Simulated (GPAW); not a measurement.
# BP (F-43m) in GPAW: single point with PBE

Aim: the single point of BP with PBE.

Program: GPAW 26.7.0. These are calculated values, not measurements. Logs are shortened: lines on timing, memory, paths and dates and some standing lists are left out, and cuts for length are marked. The log counts tension as positive stress, the text compression.

**1. The crystal as given**

It takes space group F-43m (No. 216, cubic). The conventional cell has a = 4.538 Å, b = 4.538 Å, c = 4.538 Å, α = 90.00°, β = 90.00°, γ = 90.00°. P (site symmetry -43m) is surrounded by 4 B at 1.97 Å. Around B (site symmetry -43m) lie 4 P at 1.97 Å.

**2. Single point, PBE**

run.py reads:

```python
from ase.dft.bandgap import bandgap
from ase.io import read, write
from ase.units import GPa
from gpaw import GPAW, PW

atoms = read('BP.xyz')

calc = GPAW(mode=PW(650),
            xc='PBE',
            kpts={'size': (8, 8, 8), 'gamma': True},
            occupations={'name': 'fermi-dirac', 'width': 0.05},
            nbands=11,
            maxiter=120,
            txt='gpaw.txt')
atoms.calc = calc
energy = atoms.get_potential_energy()
forces = atoms.get_forces()
stress = atoms.get_stress()
calc.write('gs.gpw')
write('result.traj', atoms)
print(f'Energy: {energy:.6f} eV')
print('Forces (eV/A):')
print(forces.round(4))
print('Stress (GPa):', (stress / GPa).round(3))
print('Fermi level:', round(calc.get_fermi_level(), 4), 'eV')
print(f'Gap: {bandgap(calc)[0]:.4f} eV, direct: {bandgap(calc, direct=True)[0]:.4f} eV')
```

BP.xyz reads:

```xyz
2
Lattice="0.0000000000 2.2690000000 2.2690000000 2.2690000000 0.0000000000 2.2690000000 2.2690000000 2.2690000000 0.0000000000" Properties=species:S:1:pos:R:3 pbc="T T T"
P      3.4035000000      3.4035000000      3.4035000000
B      0.0000000000      0.0000000000      0.0000000000
```

Potentials or basis: GPAW PAW data sets (gpaw-data 1.2.1), pw.

Launch:

```
> OMP_NUM_THREADS=1 python run.py
```

gpaw.txt:

```text
__  _  _
 | _ |_)|_||  |
 |__||  | ||/\| - 26.7.0

Input parameters:
  mode=PW(ecut=650.0),
  kpts=MonkhorstPack(size=(8, 8, 8), gamma=True),
  maxiter=120,
  nbands=11,
  occupations=Occupations(name='fermi-dirac', width=0.05),
  xc=XC(name='PBE')

Diagonalizing LCAO Hamiltonian
Converting LCAO to pw mode

                  P

       B

Atoms  # Å, Bohr magnetons
|   | symbol |        x |        y |        z |    initial magnetic moments |
|---|--------|----------|----------|----------|-----------------------------|
| 0 |      P | 3.403500 | 3.403500 | 3.403500 | ( 0.0000,  0.0000,  0.0000) |
| 1 |      B | 0.000000 | 0.000000 | 0.000000 | ( 0.0000,  0.0000,  0.0000) |

Unit cell  # Å
| periodic |        x |        y |        z |  lengths |    angles |
|----------|----------|----------|----------|----------|-----------|
|      yes | 0.000000 | 2.269000 | 2.269000 | 3.208851 | 60.000000 |
|      yes | 2.269000 | 0.000000 | 2.269000 | 3.208851 | 60.000000 |
|      yes | 2.269000 | 2.269000 | 0.000000 | 3.208851 | 60.000000 |

Number of symmetries: 24
Symmetry operations  # r_c * U_cc + t_c -> r_c
|    | kind |            matrix            |
|----|------|------------------------------|
|  0 |  E   |  1, 0, 0,  0, 1, 0,  0, 0, 1 |
|  1 |  σ   |  1, 0, 0,  0, 0, 1,  0, 1, 0 |
|  2 |  σ   |  1, 0,-1,  0, 1,-1,  0, 0,-1 |
|  3 |  C3  |  1, 0,-1,  0, 0,-1,  0, 1,-1 |
|  4 |  C3  |  1,-1, 0,  0,-1, 1,  0,-1, 0 |
|  5 |  σ   |  1,-1, 0,  0,-1, 0,  0,-1, 1 |
|  6 |  σ   |  0, 1, 0,  1, 0, 0,  0, 0, 1 |
|  7 |  C3  |  0, 1, 0,  0, 0, 1,  1, 0, 0 |
|  8 |  C2  |  0, 1,-1,  1, 0,-1,  0, 0,-1 |
|  9 |  S4  |  0, 1,-1,  0, 0,-1,  1, 0,-1 |
| 10 |  C3  |  0, 0, 1,  1, 0, 0,  0, 1, 0 |
| 11 |  σ   |  0, 0, 1,  0, 1, 0,  1, 0, 0 |
| 12 |  S4  |  0, 0,-1,  1, 0,-1,  0, 1,-1 |
| 13 |  C3  |  0, 0,-1,  0, 1,-1,  1, 0,-1 |
| 14 |  S4  |  0,-1, 1,  1,-1, 0,  0,-1, 0 |
| 15 |  C2  |  0,-1, 1,  0,-1, 0,  1,-1, 0 |
| 16 |  C3  |  0,-1, 0,  1,-1, 0,  0,-1, 1 |
| 17 |  S4  |  0,-1, 0,  0,-1, 1,  1,-1, 0 |
| 18 |  S4  | -1, 1, 0, -1, 0, 1, -1, 0, 0 |
| 19 |  C3  | -1, 1, 0, -1, 0, 0, -1, 0, 1 |
| 20 |  C3  | -1, 0, 1, -1, 1, 0, -1, 0, 0 |
| 21 |  S4  | -1, 0, 1, -1, 0, 0, -1, 1, 0 |
| 22 |  σ   | -1, 0, 0, -1, 1, 0, -1, 0, 1 |
| 23 |  C2  | -1, 0, 0, -1, 0, 1, -1, 1, 0 |

BZ-sampling:
  Number of BZ points: 512
  Number of IBZ points: 29

  Monkhorst-Pack size: [8, 8, 8]
  Monkhorst-Pack shift: [0.0625, 0.0625, 0.0625]

K-points  # in reciprocal-cell coordinates
|     |                                coordinates |     weight |
|-----|--------------------------------------------|------------|
|   0 | (  0.00000000,   0.00000000,   0.00000000) | 0.00195312 |
|   1 | (  0.12500000,   0.12500000,   0.00000000) | 0.01171875 |
|   2 | (  0.12500000,   0.12500000,   0.12500000) | 0.01562500 |
|   3 | (  0.25000000,   0.12500000,   0.12500000) | 0.02343750 |
|   4 | (  0.25000000,   0.25000000,   0.00000000) | 0.01171875 |
|   5 | (  0.25000000,   0.25000000,   0.12500000) | 0.04687500 |
|   6 | (  0.25000000,   0.25000000,   0.25000000) | 0.01562500 |
|   7 | (  0.37500000,   0.25000000,  -0.37500000) | 0.04687500 |
|   8 | (  0.37500000,   0.25000000,   0.12500000) | 0.04687500 |
|   9 | (  0.37500000,   0.25000000,   0.25000000) | 0.04687500 |
| ... |                                            |            |
|  28 | (  0.50000000,   0.50000000,   0.50000000) | 0.00781250 |

Plane wave coefficients: 893
Cutoff: 650.0 eV

Spin-components: 1 (collinear spins)
Bands:           11
Projectors:      10
Spin-degeneracy: 2
Datatype:        complex128

Parallelization:
  kpt:    1
  domain: 1
  band:   1

Density:
  Valence electrons: 8.0
  Components: 1
  Grid points: [20 20 20]
  Charge: 0.0  # |e|

Potential:
  Grid points: [20 20 20]

species:
  P:
    name:    Phosphorus
    Z:       15.0
    valence: 5
    core:    10
    charge:  0.0  # [|e|]
    compensation charges:
      type: gauss
      rc: 0.30  # [Å]
      lmax: 2
    cutoffs:
      filter: 1.69  # [Å]
      core: 1.81  # [Å]
    projectors
    | kind |    occ | energy [eV] | rcut [Å] |
    |------|--------|-------------|----------|
    |   3s |  2.000 |     -13.968 |    0.953 |
    |   3p |  3.000 |      -5.506 |    0.953 |
    |    s |        |      13.244 |    0.953 |
    |    p |        |      21.705 |    0.953 |
    |    d |        |       0.000 |    0.953 |

    Using partial waves for P as LCAO basis

  B:
    name:    Boron
    Z:       5.0
    valence: 3
    core:    2
    charge:  0.0  # [|e|]
    compensation charges:
      type: gauss
      rc: 0.20  # [Å]
      lmax: 2
    cutoffs:
      filter: 1.14  # [Å]
      core: 1.38  # [Å]
    projectors
    | kind |    occ | energy [eV] | rcut [Å] |
    |------|--------|-------------|----------|
    |   2s |  2.000 |      -9.443 |    0.635 |
    |   2p |  1.000 |      -3.606 |    0.635 |
    |    s |        |      17.768 |    0.635 |
    |    p |        |      23.605 |    0.635 |
    |    d |        |       0.000 |    0.635 |

    Using partial waves for B as LCAO basis

Reference energy: -9972.403226  # eV

eigensolver:
  PPCG
  Converge bands: occupied
  niter=2

density mixing:
  MSR1-Mixer
  Pratt-step length: 0.05
  Maximum mixing coefficient: 0.75
  Old densities: 10
  SVD Regularization: 0.005
  Good broyden scale: 1.0
  Trust region scale: 1.0
  Backstep threshold: 4.0
  History deletion threshold: 6.0
  Fourier metric: weight=20.0, sigma=0.015

occupation numbers:
  Fermi-Dirac:
    width: 0.0500  # eV

poisson solver:
  ecut: 5200.0  # eV

xc functional:
  name: PBE with 2 nearest neighbor stencil

convergence criteria:
- Maximum [total energy] change in last 3 cyles: 0.0005 eV / valence electron
- Maximum integral of absolute [dens]ity change: 0.0001 electrons / valence electron
- Maximum integral of absolute [eigenst]ate change: 4e-08 eV^2 / valence electron
maximum number of iterations: 120

SCF iterations
|iter     | |      energy | eigst |  dens |
|---------|-|-------------|-------|-------|
|iter:   1| |  -13.500002 | +0.11 |       |
|iter:   2| |  -13.388025 | -2.12 | -0.71 |
|iter:   3| |  -12.891685 | -1.52 | -0.74 |
|iter:   4| |  -12.885745 | -3.00 | -1.44 |
|iter:   5| |  -12.885831 | -4.07 | -1.95 |
|iter:   6| |  -12.885862c| -5.51 | -2.62 |
|iter:   7| |  -12.885862c| -7.19 | -3.72 |
|iter:   8| |  -12.885862c| -8.54c| -4.32c|

Converged in 8 steps
Energy contributions relative to reference atoms: (reference = -9972.403226)

Energy contributions:
  Kinetic:          13.557291
  Coulomb:         -11.811718
  Zero:             -0.025857
  External:          0.000000
  Xc:              -14.605578
  Entropy:          -0.000000
  Spinorbit:         0.000000
  ----------------------------
  Free energy:     -12.885862
  Extrapolated:    -12.885862

dipole moment: (-3.352018, -3.352018, -3.352018)  # |e|*Ang

Fermi level: 8.828
Eigenvalues  # (at kpt = [0.000, 0.000, 0.000])
| band index |      eig [eV] | occ [0-2] |
|------------|---------------|-----------|
|          0 |        -7.249 |     2.000 |
|          1 |         8.211 |     2.000 |
|          2 |         8.211 |     2.000 |
|          3 |         8.211 |     2.000 |
|          4 |        11.616 |     0.000 |
|          5 |        11.616 |     0.000 |
|          6 |        11.616 |     0.000 |
|          7 |        15.605 |     0.000 |
|          8 |        19.768 |     0.000 |
|          9 |        20.238 |     0.000 |
|         10 |        20.238 |     0.000 |

Gap: 1.274 eV
Transition (v -> c):
  (s=0, k=0, n=3, [0.00, 0.00, 0.00]) -> (s=0, k=12, n=4, [0.38, 0.38, 0.00])
Direct/indirect transitions are different
Direct gap: 3.405 eV
Transition at: (s=0, k=0, n=3, [0.00, 0.00, 0.00])

Forces  # eV/Ang
|        x |        y |        z |
|----------|----------|----------|
|  0.00000 | -0.00000 | -0.00000 |  # P    0
| -0.00000 |  0.00000 |  0.00000 |  # B    1

Stress tensor  # eV/Ang^3
|         x |         y |         z |
|-----------|-----------|-----------|
| -0.008744 |  0.000000 | -0.000000 |
|  0.000000 | -0.008744 | -0.000000 |
| -0.000000 | -0.000000 | -0.008744 |

# Writing to gs.gpw (mode='')
```

Wall time 5.9 s (1 thread of Intel Xeon at 2.60GHz (Ice Lake), shared host); peak memory 0.14 GiB.

What came out:

```
Free energy            : -12.8859 eV
Pressure               : 1.4 GPa
Band gap on the k mesh : 1.27 eV, indirect (least direct gap 3.41 eV)
```

Levels at points of the mesh, in eV from the valence-band top:
```csv
k point,band 1,band 2,band 3,band 4,band 5,band 6,band 7
"(0.00, 0.00, 0.00)",-15.46,0.00,0.00,0.00,3.41,3.41,3.41
"(0.50, 0.50, 0.00)",-10.60,-8.58,-4.11,-4.11,1.34,1.66,12.09
"(0.50, 0.50, 0.50)",-12.13,-9.03,-1.76,-1.76,3.78,4.71,4.71
```

Caveat: the cutoff is short for stress and forces, so pressures can be off by a GPa or more.
